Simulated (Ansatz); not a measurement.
# Si (Fd-3m) in Ansatz: settings compared

Aim: see how the results for Si move with the level of theory and the settings. Levels: LDA, PBE. Tasks: relaxation of cell and atoms.

Program: Ansatz 0.2.0. These are calculated values, not measurements. Logs are shortened: lines on timing, memory, paths and dates and some standing lists are left out, and cuts for length are marked.

## (1) The structure

Symmetry: Fd-3m, No. 227, cubic system. Conventional cell: a = 5.444 Å, b = 5.444 Å, c = 5.444 Å, α = 90.00°, β = 90.00°, γ = 90.00°. Around Si (site symmetry -43m) lie 4 Si at 2.36 Å.

## (2) Relaxation of cell and atoms, LDA

Contents of input.yaml:

```yaml
crystal:
  lattice:
    - [0.0, 2.7218511865, 2.7218511865]
    - [2.7218511865, 0.0, 2.7218511865]
    - [2.7218511865, 2.7218511865, 0.0]
  atoms:
    - { symbol: Si, position: [0.5, 0.5, 0.5] }
    - { symbol: Si, position: [0.75, 0.75, 0.75] }
hamiltonian:
  xc: lda
  pseudopotentials: { kind: paw }
kpoints:
  mp_grid: { grid: [8, 8, 8] }
scf:
  occupations: { method: fermi_dirac, width: 0.05 }
output:
  forces: true
  stress: true
  eigenvalues: true
relax:
  f_tol: 0.01
  max_steps: 40
  cell: { stress_tol: 0.05 }
```

Potentials or basis: Ansatz PAW.

Started as:

```console
$ ansatz run input.yaml --threads 2 --pin off --max-ram 5632MiB --backend cpu --events-out ev --progress --plain --runs-dir out
```

The program printed:

```text
Warning: RAYON_NUM_THREADS=2 ignored (pool sized by the plan → 2); use --threads N
Engine: ansatz 0.2.0, aarch64-unknown-linux-gnu
Pseudopotentials: kind: paw
Pseudopotential: Si, paw, valence charge 4, recommended cutoff 420 eV (normal), Si.paw.azcp
Functional definition: SPW92
  exchange = slater_x
  correlation = pw_c
Crystal: 2 atoms, lattice volume = 40.330 Å³
Basis set: ecut = 420 eV, 749 PW (Γ)
Bands: 8, of which v1, the nominal top of the filled ones, is band 4 counted from 1 (3 counted from 0)
Symmetry: 48 space group operations
Space group: Fd-3m (ITA 227), of the structure as read, at distance tolerance 3.4e-5 Å
k-points: 29 of 512
Non-local potential: Si, projectors of the file, l = 0: 2, l = 1: 2, l = 2: 2
PAW form: soft (Blöchl's): semilocal exchange-correlation on the pseudo side does not see the compensation charge
PAW frozen core: Si, regenerated for the run's functional, and the local potential with it (the file was generated under x = pbe(κ = 0.804, μ = 0.2195149727645171), c = pbe(β = 0.06672455060314922))
PAW one-centre angular grid: Si, 110 points (default); XC on 64 Gauss nodes
Initial density: superposition of atomic densities (neutral atoms: chi_scale 0, normalization atom), corrected by the library's trained network
Initial wavefunctions: pseudopotential atomic-orbital guess
Functional: x = slater, c = lda
SCF iter   1: F=—  HF=-1217.286923 eV  |F-HF|=—  |Δ(HF+E_count)|=         —  Δρ=4.26e-3  dr2=4.34e-3  ethr=1.77e-3  ⟨swp⟩=6.0  Hψ=2046  notcnv=0
preconditioner: auto → none  [insulator: Δε(μ)=0.531 eV  Ē_g=9.377 eV  σ=0.050 eV  W_gap=0.99  n_scr=8 (ndim 8)  ℏωp=16.5 eV  f_vac=0.000  D(μ)=0.00/eV (n_scr^D=0)  ε∞_Penn≈4.1]
SCF iter   2: F=—  HF=-1217.286372 eV  |F-HF|=—  |Δ(HF+E_count)|=   5.51e-4  Δρ=1.97e-3  dr2=9.25e-4  ethr=5.43e-5  ⟨swp⟩=1.7  Hψ=504  notcnv=0
SCF iter   3: F=—  HF=-1217.286204 eV  |F-HF|=—  |Δ(HF+E_count)|=   1.68e-4  Δρ=7.82e-5  dr2=2.43e-6  ethr=1.16e-5  ⟨swp⟩=1.1  Hψ=242  notcnv=0
SCF iter   4: F=—  HF=-1217.286208 eV  |F-HF|=—  |Δ(HF+E_count)|=   4.07e-6  Δρ=2.92e-5  dr2=3.76e-7  ethr=3.04e-8  ⟨swp⟩=2.1  Hψ=350  notcnv=0
iter 5 did not close the SCF: its close was put off for the readings that it lacked (scf_convergence_deferred on its scf_iter line)
SCF iter   5: F=-1217.286208 eV  HF=-1217.286208 eV  |F-HF|=1.02e-8  |Δ(HF+E_count)|=   1.35e-7  Δρ=8.88e-6  dr2=2.36e-8  ethr=4.70e-9  ⟨swp⟩=2.0  Hψ=349  notcnv=0
SCF iter   6: F=-1217.286208 eV  HF=-1217.286208 eV  |F-HF|=7.73e-12  |Δ(HF+E_count)|=   7.06e-9  Δρ=1.88e-7  dr2=1.42e-11  ethr=2.95e-10  ⟨swp⟩=2.1  Hψ=827  notcnv=0
SCF 1 converged in 6 iterations: F = -1217.286208 eV  dr2 = 1.42e-11
relax step   1: F+E_penalty+E_count = -1217.28620813 eV  Δ(F+E_penalty+E_count) = +0.000e0 eV  max|allowed force component| = 3.238e-17 eV/Å  Δτ_max = 0.0000 Å  P = -2.115 GPa  Ω = 40.330 Å³  (6 SCF iters, dr2 threshold 1.00e-7 eV, accepted)
Crystal: 2 atoms, lattice volume = 39.630 Å³
Initial density: handed on by an earlier stage of this run
Initial wavefunctions: those handed on with the density
iter 1 solved again at ethr=8.53e-6 eV; its pass at ethr=3.10e-3 eV (dr2=6.82e-4 eV) is discarded
SCF iter   1: F=—  HF=-1217.292496 eV  |F-HF|=—  |Δ(HF+E_count)|=         —  Δρ=1.11e-3  dr2=7.08e-4  ethr=8.53e-6  ⟨swp⟩=1.9  Hψ=2101  notcnv=0
preconditioner: auto → none  [insulator: Δε(μ)=0.513 eV  Ē_g=9.465 eV  σ=0.050 eV  W_gap=0.99  n_scr=8 (ndim 8)  ℏωp=16.7 eV  f_vac=0.000  D(μ)=0.00/eV (n_scr^D=0)  ε∞_Penn≈4.1]
SCF iter   2: F=—  HF=-1217.292228 eV  |F-HF|=—  |Δ(HF+E_count)|=   2.67e-4  Δρ=3.93e-4  dr2=7.58e-5  ethr=8.53e-6  ⟨swp⟩=2.0  Hψ=331  notcnv=0
SCF iter   3: F=—  HF=-1217.292199 eV  |F-HF|=—  |Δ(HF+E_count)|=   2.99e-5  Δρ=4.94e-5  dr2=6.94e-7  ethr=9.48e-7  ⟨swp⟩=2.0  Hψ=348  notcnv=0
SCF iter   4: F=-1217.292198 eV  HF=-1217.292198 eV  |F-HF|=3.08e-10  |Δ(HF+E_count)|=   1.25e-7  Δρ=1.90e-6  dr2=1.22e-9  ethr=2.50e-9  ⟨swp⟩=5.4  Hψ=1254  notcnv=0
SCF 2 converged in 4 iterations: F = -1217.292198 eV  dr2 = 1.22e-9
relax step   2: F+E_penalty+E_count = -1217.29219838 eV  Δ(F+E_penalty+E_count) = -5.990e-3 eV  max|allowed force component| = 6.476e-17 eV/Å  Δτ_max = 0.0000 Å  P = -0.519 GPa  Ω = 39.630 Å³  energy of the carried Pulay correction = +1.886e-4 eV  (4 SCF iters, dr2 threshold 2.00e-7 eV, accepted)
Crystal: 2 atoms, lattice volume = 39.408 Å³
iter 1 solved again at ethr=9.07e-7 eV; its pass at ethr=3.10e-3 eV (dr2=7.26e-5 eV) is discarded
SCF iter   1: F=—  HF=-1217.292637 eV  |F-HF|=—  |Δ(HF+E_count)|=         —  Δρ=3.62e-4  dr2=7.50e-5  ethr=9.07e-7  ⟨swp⟩=1.9  Hψ=2070  notcnv=0
preconditioner: auto → none  [insulator: Δε(μ)=0.495 eV  Ē_g=9.489 eV  σ=0.050 eV  W_gap=0.98  n_scr=8 (ndim 8)  ℏωp=16.7 eV  f_vac=0.000  D(μ)=0.01/eV (n_scr^D=0)  ε∞_Penn≈4.1]
SCF iter   2: F=—  HF=-1217.292609 eV  |F-HF|=—  |Δ(HF+E_count)|=   2.82e-5  Δρ=1.28e-4  dr2=8.00e-6  ethr=9.07e-7  ⟨swp⟩=2.0  Hψ=335  notcnv=0
SCF iter   3: F=-1217.292606 eV  HF=-1217.292606 eV  |F-HF|=1.71e-8  |Δ(HF+E_count)|=   3.01e-6  Δρ=1.62e-5  dr2=7.36e-8  ethr=2.50e-9  ⟨swp⟩=3.6  Hψ=1220  notcnv=0
SCF 3 converged in 3 iterations: F = -1217.292606 eV  dr2 = 7.36e-8
relax step   3: F+E_penalty+E_count = -1217.29260620 eV  Δ(F+E_penalty+E_count) = -4.078e-4 eV  max|allowed force component| = 1.388e-16 eV/Å  Δτ_max = 0.0000 Å  P = +0.020 GPa  Ω = 39.408 Å³  energy of the carried Pulay correction = +2.491e-4 eV  (3 SCF iters, dr2 threshold 2.00e-7 eV, accepted)
Initial wavefunctions: pseudopotential atomic-orbital guess (no wavefunctions were taken with the density)
iter 1 solved again at ethr=1.03e-7 eV; its pass at ethr=3.10e-3 eV (dr2=8.27e-6 eV) is discarded
SCF iter   1: F=—  HF=-1217.292369 eV  |F-HF|=—  |Δ(HF+E_count)|=         —  Δρ=2.67e-5  dr2=9.21e-8  ethr=1.03e-7  ⟨swp⟩=3.0  Hψ=2773  notcnv=0
preconditioner: auto → none  [insulator: Δε(μ)=0.491 eV  Ē_g=9.487 eV  σ=0.050 eV  W_gap=0.98  n_scr=8 (ndim 8)  ℏωp=16.7 eV  f_vac=0.000  D(μ)=0.01/eV (n_scr^D=0)  ε∞_Penn≈4.1]
SCF iter   2: F=—  HF=-1217.292369 eV  |F-HF|=—  |Δ(HF+E_count)|=   1.12e-7  Δρ=1.32e-5  dr2=2.17e-8  ethr=1.15e-9  ⟨swp⟩=1.2  Hψ=240  notcnv=0
SCF iter   3: F=—  HF=-1217.292369 eV  |F-HF|=—  |Δ(HF+E_count)|=   1.35e-8  Δρ=3.85e-7  dr2=2.38e-11  ethr=2.71e-10  ⟨swp⟩=1.0  Hψ=234  notcnv=0
SCF iter   4: F=-1217.292369 eV  HF=-1217.292369 eV  |F-HF|=0.00e0  |Δ(HF+E_count)|=  1.46e-11  Δρ=8.14e-8  dr2=7.85e-13  ethr=1.00e-12  ⟨swp⟩=6.4  Hψ=1075  notcnv=0
SCF 4 converged in 4 iterations: F = -1217.292369 eV  dr2 = 7.85e-13
relax step   4: F+E_penalty+E_count = -1217.29236887 eV  Δ(F+E_penalty+E_count) = +2.373e-4 eV  max|allowed force component| = 6.245e-17 eV/Å  Δτ_max = 0.0000 Å  P = +0.012 GPa  Ω = 39.408 Å³  stress off target by 1.16e-2 GPa  SCF on the basis re-selected at this cell (its energy is not comparable with the rows above)  (4 SCF iters)
basis re-selected at this cell: Δ(F+E_penalty+E_count) = +2.373e-4 eV, ΔP = -0.008 GPa vs the last step (what re-selecting the basis moved, of the pressure what is left beyond the Pulay correction that the steps carried, after the strain that the cell walked since its last selection, with what the two solves' SCF thresholds leave and, on support functions, any second-order correction that the steps lacked; it is no measure of the basis error at this ecutwfc). This SCF's stress stands 1.16e-2 GPa from its target on what of the cell is left free (relax.cell.stress_tol is 5.00e-2 GPa) and its largest allowed force component is 6.25e-17 eV/Å (relax.f_tol is 1.00e-2 eV/Å): within both
SCF converged after 4 iterations
Free energy (F): -1217.292369 eV
Harris-Foulkes:  -1217.292369 eV  (|F-HF|=0.00e0)
Internal energy: -1217.292286 eV  (E = F + TS)
E sigma→0 (E₀):  -1217.292327 eV
Entropy (-TS):   -0.000083 eV (-0.042 meV/atom)
Fermi energy:    6.444557 eV
--- Per-component energies (eV) ---
  E_band       = 8.809754
  E_kinetic    = 81.488842
  E_local      = -55.930385  (includes V_loc(G=0)·N_el)
  E_nonlocal   = 54.261988
  E_hartree    = 14.698354
  E_xc         = -109.860489
  E_vxc        = -94.576189  (∫ρ·V_xc dr)
  E_paw        = -972.370151  (= ΣΔE_a)
  E_vpaw       = -5.831222  (= ΣTr[D̂ρ^β])
  E_aug_tail   = 0.000011  (compensation charges beyond the density's cutoff)
  E_ewald      = -229.749117
  E_core_change = 0.168661  (= ΣΔE_core)
  E_smearing   = -0.000083  (= −TS)
  E_closure    = -0.000000  (closes the sum)
  Σ components = -1217.292369   (vs F -1217.292369, Δ=0.00e0)
--- Forces (eV/Å), atoms counted from 1 ---
  atom   1  Si    -0.00000000    -0.00000000    -0.00000000
  atom   2  Si     0.00000000     0.00000000     0.00000000
  max |Σ_I F_I| component: 1.85e-17 eV/Å
--- Stress (GPa, compression-positive) ---
        0.011635      -0.000000      -0.000000
       -0.000000       0.011635      -0.000000
        0.000000      -0.000000       0.011635
  P = ⅓ Tr σ = 0.0116 GPa (0.116 kbar)
--- Band table (eV; the first three rows and the last of 29) ---
  k-point 0: bands = ["-5.8543", "6.2206", "6.2206", "6.2206", "8.7527", "8.7527", "8.7527", "9.5836"]
  k-point 1: bands = ["-5.6473", "4.6002", "5.9264", "5.9264", "8.6827", "9.1831", "9.1831", "10.9250"]
  k-point 2: bands = ["-5.0428", "2.2445", "5.4511", "5.4511", "8.1950", "9.6981", "9.6981", "13.1024"]
  k-point 28: bands = ["-1.4793", "-1.4793", "2.2757", "2.2757", "10.4031", "10.4031", "11.1978", "11.1978"]
--- Relaxed structure (3 steps of the walk, 3 accepted, 1 SCFs on fresh bases) ---
  F+E_penalty+E_count = -1217.29236887 eV   max|allowed force component| = 6.245e-17 eV/Å   (the final SCF, on the basis selected at the relaxed cell)
  cell:  # Å, volume = 39.4081 Å³
    - [-3.0572232197373543e-34, 2.700962966794548, 2.700962966794548]
    - [2.700962966794548, -1.0190744065791178e-33, 2.700962966794548]
    - [2.700962966794548, 2.700962966794548, 8.552847072295026e-50]
  atoms:
    - { symbol: Si, position: [0.5, 0.5, 0.5] }
    - { symbol: Si, position: [0.7499999999999999, 0.7499999999999999, 0.7499999999999999] }
```

Run time: 1.7 s. Hardware: 2 threads of Arm Neoverse V1, shared host; peak memory 0.27 GiB.

What came out:

```
Free energy                            : -1217.2924 eV
Relaxed volume                         : 19.70 Å³/atom
Relaxed cell                           : a = 3.820 Å, b = 3.820 Å, c = 3.820 Å, α = 60.00°, β = 60.00°, γ = 60.00°
Space group after relaxing (to 0.05 Å) : Fd-3m (No. 227)
Energy gained by relaxing              : 3.1 meV/atom
Ionic steps                            : 4
Pressure after relaxing                : 0.0 GPa
Band gap on the k mesh                 : 0.49 eV, indirect (least direct gap 2.53 eV)
```

The path:
```tsv
step	energy change (eV)	largest force (eV/Å)	volume (Å³)
1	0.0000	0.0000	40.33
2	-0.0060	0.0000	39.63
3	-0.0064	0.0000	39.41
4	-0.0062	0.0000	39.41
```

Final structure:
```yaml
crystal:
  lattice:
    - [0.00000, 2.70096, 2.70096]
    - [2.70096, 0.00000, 2.70096]
    - [2.70096, 2.70096, 0.00000]
  atoms:
    - { symbol: Si, position: [0.50000, 0.50000, 0.50000] }
    - { symbol: Si, position: [0.75000, 0.75000, 0.75000] }
```

Levels at points of the mesh, in eV from the valence-band top:
| k point | band 1 | band 2 | band 3 | band 4 | band 5 | band 6 | band 7 | band 8 |
| --- | --- | --- | --- | --- | --- | --- | --- | --- |
| (0.00, 0.00, 0.00) | -12.07 | 0.00 | 0.00 | 0.00 | 2.53 | 2.53 | 2.53 | 3.36 |
| (0.00, 0.00, -0.50) | -9.70 | -7.07 | -1.21 | -1.21 | 1.48 | 3.29 | 3.29 | 7.54 |
| (0.00, -0.50, -0.50) | -7.87 | -7.87 | -2.89 | -2.89 | 0.58 | 0.58 | 10.11 | 10.11 |

Caveat: the plane-wave basis is chosen anew once the cell has moved, so the energies of steps on either side of that aren't comparable; the PAW data sets come from PBE, with cores solved anew for the run's functional, which leaves a small shift of forces and pressure. A hybrid or GW would open this gap; LDA tends to underestimate it.

## (3) Relaxation of cell and atoms, PBE

input.yaml: that of step 2 with these lines changed.

```diff
@@ -9,3 +9,3 @@
 hamiltonian:
-  xc: lda
+  xc: pbe
   pseudopotentials: { kind: paw }
```

Potentials or basis: Ansatz PAW.

Started as:

```console
$ ansatz run input.yaml --threads 2 --pin off --max-ram 5632MiB --backend cpu --events-out ev --progress --plain --runs-dir out
```

The program printed:

```text
Warning: RAYON_NUM_THREADS=2 ignored (pool sized by the plan → 2); use --threads N
Engine: ansatz 0.2.0, aarch64-unknown-linux-gnu
Pseudopotentials: kind: paw
Pseudopotential: Si, paw, valence charge 4, recommended cutoff 420 eV (normal), Si.paw.azcp
Functional definition: PBE
  parameter kappa = 0.804
  parameter beta = 0.06672455060314922
  exchange = pbe_x(kappa = kappa, mu = beta*pi^2/3)
  correlation = pbe_c(beta = beta)
Crystal: 2 atoms, lattice volume = 40.330 Å³
Basis set: ecut = 420 eV, 749 PW (Γ), exchange–correlation on 54×54×54 points (8 copies of the dense FFT grid, shifted against one another)
Bands: 8, of which v1, the nominal top of the filled ones, is band 4 counted from 1 (3 counted from 0)
Symmetry: 48 space group operations
Space group: Fd-3m (ITA 227), of the structure as read, at distance tolerance 3.4e-5 Å
k-points: 29 of 512
Non-local potential: Si, projectors of the file, l = 0: 2, l = 1: 2, l = 2: 2
PAW form: soft (Blöchl's): semilocal exchange-correlation on the pseudo side does not see the compensation charge
PAW one-centre angular grid: Si, 110 points (default); XC on 64 Gauss nodes
Initial density: superposition of atomic densities (neutral atoms: chi_scale 0, normalization atom), corrected by the library's trained network
Initial wavefunctions: pseudopotential atomic-orbital guess
Functional: x = pbe(κ = 0.804, μ = 0.2195149727645171), c = pbe(β = 0.06672455060314922)
SCF iter   1: F=—  HF=-1271.613602 eV  |F-HF|=—  |Δ(HF+E_count)|=         —  Δρ=1.14e-3  dr2=2.91e-4  ethr=1.77e-3  ⟨swp⟩=5.8  Hψ=2032  notcnv=0
preconditioner: auto → none  [insulator: Δε(μ)=0.625 eV  Ē_g=9.448 eV  σ=0.050 eV  W_gap=1.00  n_scr=8 (ndim 8)  ℏωp=16.5 eV  f_vac=0.000  D(μ)=0.00/eV (n_scr^D=0)  ε∞_Penn≈4.1]
SCF iter   2: F=—  HF=-1271.613996 eV  |F-HF|=—  |Δ(HF+E_count)|=   3.94e-4  Δρ=4.76e-4  dr2=4.68e-5  ethr=3.64e-6  ⟨swp⟩=2.2  Hψ=581  notcnv=0
SCF iter   3: F=—  HF=-1271.614038 eV  |F-HF|=—  |Δ(HF+E_count)|=   4.21e-5  Δρ=9.42e-5  dr2=2.27e-6  ethr=5.85e-7  ⟨swp⟩=2.1  Hψ=349  notcnv=0
SCF iter   4: F=—  HF=-1271.614040 eV  |F-HF|=—  |Δ(HF+E_count)|=   1.39e-6  Δρ=2.04e-5  dr2=1.28e-7  ethr=2.84e-8  ⟨swp⟩=2.0  Hψ=348  notcnv=0
iter 5 did not close the SCF: its close was put off for the readings that it lacked (scf_convergence_deferred on its scf_iter line)
SCF iter   5: F=-1271.614040 eV  HF=-1271.614040 eV  |F-HF|=8.05e-10  |Δ(HF+E_count)|=   2.68e-8  Δρ=2.61e-6  dr2=1.26e-9  ethr=1.59e-9  ⟨swp⟩=2.0  Hψ=348  notcnv=0
SCF iter   6: F=-1271.614040 eV  HF=-1271.614040 eV  |F-HF|=3.87e-12  |Δ(HF+E_count)|=  8.77e-10  Δρ=3.33e-7  dr2=2.82e-11  ethr=1.58e-11  ⟨swp⟩=1.1  Hψ=717  notcnv=0
SCF 1 converged in 6 iterations: F = -1271.614040 eV  dr2 = 2.82e-11
relax step   1: F+E_penalty+E_count = -1271.61403975 eV  Δ(F+E_penalty+E_count) = +0.000e0 eV  max|allowed force component| = 9.252e-18 eV/Å  Δτ_max = 0.0000 Å  P = +1.343 GPa  Ω = 40.330 Å³  (6 SCF iters, dr2 threshold 1.00e-7 eV, accepted)
Crystal: 2 atoms, lattice volume = 40.778 Å³
Basis set: ecut = 420 eV, 821 PW (Γ), exchange–correlation on 54×54×54 points (8 copies of the dense FFT grid, shifted against one another)
[... 27 lines left out ...]
basis re-selected at this cell: Δ(F+E_penalty+E_count) = -8.896e-5 eV, ΔP = +0.004 GPa vs the last step (what re-selecting the basis moved, of the pressure what is left beyond the Pulay correction that the steps carried, after the strain that the cell walked since its last selection, with what the two solves' SCF thresholds leave and, on support functions, any second-order correction that the steps lacked; it is no measure of the basis error at this ecutwfc). This SCF's stress stands 1.16e-2 GPa from its target on what of the cell is left free (relax.cell.stress_tol is 5.00e-2 GPa) and its largest allowed force component is 4.86e-17 eV/Å (relax.f_tol is 1.00e-2 eV/Å): within both
SCF converged after 4 iterations
Free energy (F): -1271.616499 eV
Harris-Foulkes:  -1271.616499 eV  (|F-HF|=7.96e-12)
Internal energy: -1271.616478 eV  (E = F + TS)
E sigma→0 (E₀):  -1271.616489 eV
Entropy (-TS):   -0.000021 eV (-0.011 meV/atom)
Fermi energy:    6.309475 eV
--- Per-component energies (eV) ---
  E_band       = 8.031220
  E_kinetic    = 80.156493
  E_local      = -56.161025  (includes V_loc(G=0)·N_el)
  E_nonlocal   = 51.743689
  E_hartree    = 15.187185
  E_xc         = -110.122673
  E_vxc        = -93.154806  (∫ρ·V_xc dr)
  E_paw        = -1025.533975  (= ΣΔE_a)
  E_vpaw       = -4.927511  (= ΣTr[D̂ρ^β])
  E_aug_tail   = 0.000013  (compensation charges beyond the density's cutoff)
  E_ewald      = -226.886184
  E_smearing   = -0.000021  (= −TS)
  E_closure    = -0.000000  (closes the sum)
  Σ components = -1271.616499   (vs F -1271.616499, Δ=0.00e0)
--- Forces (eV/Å), atoms counted from 1 ---
  atom   1  Si     0.00000000    -0.00000000    -0.00000000
  atom   2  Si    -0.00000000     0.00000000     0.00000000
  max |Σ_I F_I| component: 2.78e-17 eV/Å
--- Stress (GPa, compression-positive) ---
        0.011580      -0.000000      -0.000000
       -0.000000       0.011580      -0.000000
       -0.000000      -0.000000       0.011580
  P = ⅓ Tr σ = 0.0116 GPa (0.116 kbar)
--- Band table (eV; the first three rows and the last of 29) ---
  k-point 0: bands = ["-5.8086", "6.0052", "6.0052", "6.0052", "8.5565", "8.5565", "8.5565", "9.1217"]
  k-point 1: bands = ["-5.6083", "4.4127", "5.7223", "5.7223", "8.4404", "8.9720", "8.9720", "10.5251"]
  k-point 2: bands = ["-5.0242", "2.1175", "5.2593", "5.2593", "7.9566", "9.4904", "9.4904", "12.7443"]
  k-point 28: bands = ["-1.5884", "-1.5884", "2.2449", "2.2449", "10.2743", "10.2743", "10.9285", "10.9285"]
--- Relaxed structure (3 steps of the walk, 3 accepted, 1 SCFs on fresh bases) ---
  F+E_penalty+E_count = -1271.61649938 eV   max|allowed force component| = 4.857e-17 eV/Å   (the final SCF, on the basis selected at the relaxed cell)
  cell:  # Å, volume = 40.9188 Å³
    - [2.8024546180925747e-34, 2.735044703489907, 2.735044703489907]
    - [2.735044703489907, -9.171669659212062e-34, 2.735044703489907]
    - [2.735044703489907, 2.735044703489907, -1.2611045781416585e-33]
  atoms:
    - { symbol: Si, position: [0.5, 0.5, 0.5] }
    - { symbol: Si, position: [0.75, 0.75, 0.75] }
```

It took 1.8 s on 2 threads of Arm Neoverse V1, shared host; peak memory 0.28 GiB.

What came out:

```
Free energy                            : -1271.6165 eV
Relaxed volume                         : 20.46 Å³/atom
Relaxed cell                           : a = 3.868 Å, b = 3.868 Å, c = 3.868 Å, α = 60.00°, β = 60.00°, γ = 60.00°
Space group after relaxing (to 0.05 Å) : Fd-3m (No. 227)
Energy gained by relaxing              : 1.2 meV/atom
Ionic steps                            : 4
Pressure after relaxing                : 0.0 GPa
Band gap on the k mesh                 : 0.65 eV, indirect (least direct gap 2.55 eV)
```

Step by step:
```csv
step,energy change (eV),largest force (eV/Å),volume (Å³)
1,0.0000,0.0000,40.33
2,-0.0022,0.0000,40.78
3,-0.0024,0.0000,40.92
4,-0.0025,0.0000,40.92
```

Final structure:
```xyz
2
Lattice="0.0000 2.7350 2.7350 2.7350 0.0000 2.7350 2.7350 2.7350 0.0000" Properties=species:S:1:pos:R:3 pbc="T T T"
Si    2.7350    2.7350    2.7350
Si    4.1026    4.1026    4.1026
```

Caveat: the plane-wave basis is chosen anew once the cell has moved, so the energies of steps on either side of that aren't comparable. A hybrid or GW would open this gap; PBE tends to underestimate it.
